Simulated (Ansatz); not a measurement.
TaSi2:

```
CELL_PARAMETERS angstrom
4.78000 0.00000 0.00000
-2.39000 4.13960 0.00000
0.00000 0.00000 6.56400
ATOMIC_POSITIONS crystal
Ta 0.00000 0.50000 0.16667
Ta 0.50000 0.50000 0.83333
Ta 0.50000 0.00000 0.50000
Si 0.33330 0.16665 0.16667
Si 0.16665 0.83335 0.83333
Si 0.83335 0.66670 0.50000
Si 0.66670 0.83335 0.16667
Si 0.83335 0.16665 0.83333
Si 0.16665 0.33330 0.50000
```

```yaml
Program: Ansatz 0.2.0
Task: relaxation of cell and atoms
Functional: PBEsol
Potentials_or_basis: Ansatz PAW
Cutoff: "420 eV (not typed: the program's choice for these potentials)"
k_mesh: 7 × 7 × 4
Occupations: fermi-dirac, width 0.05 eV
Spin: no spin polarisation
```

At the start: volume 14.43 Å³/atom.

Task: Where does the relaxation end?

Result: It ends after 6 steps and the volume is 14.29 Å³/atom (-1.0 %); space group P6_222 (No. 180, to 0.05 Å).

Step by step:
```tsv
step	energy change (eV)	largest force (eV/Å)	volume (Å³)
1	0.0000	0.7453	129.88
2	-0.1317	0.1768	128.09
3	-0.1446	0.0031	128.97
4	-0.1458	0.0017	128.70
5	-0.1459	0.0000	128.63
6	-0.1455	0.0000	128.63
```

Final structure:
```
Ta Si
1.0
     4.75656    0.00000    0.00000
    -2.37828    4.11930    0.00000
     0.00000    0.00000    6.56505
Ta Si
3 6
Direct
  0.00000 0.50000 0.16667
  0.50000 0.50000 0.83333
  0.50000 0.00000 0.50000
  0.31918 0.15959 0.16667
  0.15959 0.84041 0.83333
  0.84041 0.68082 0.50000
  0.68082 0.84041 0.16667
  0.84041 0.15959 0.83333
  0.15959 0.31918 0.50000
```

Caveat: the plane-wave basis is chosen anew once the cell has moved, so the energies of steps on either side of that aren't comparable; the PAW data sets come from PBE, with cores solved anew for the run's functional, which leaves a small shift of forces and pressure.
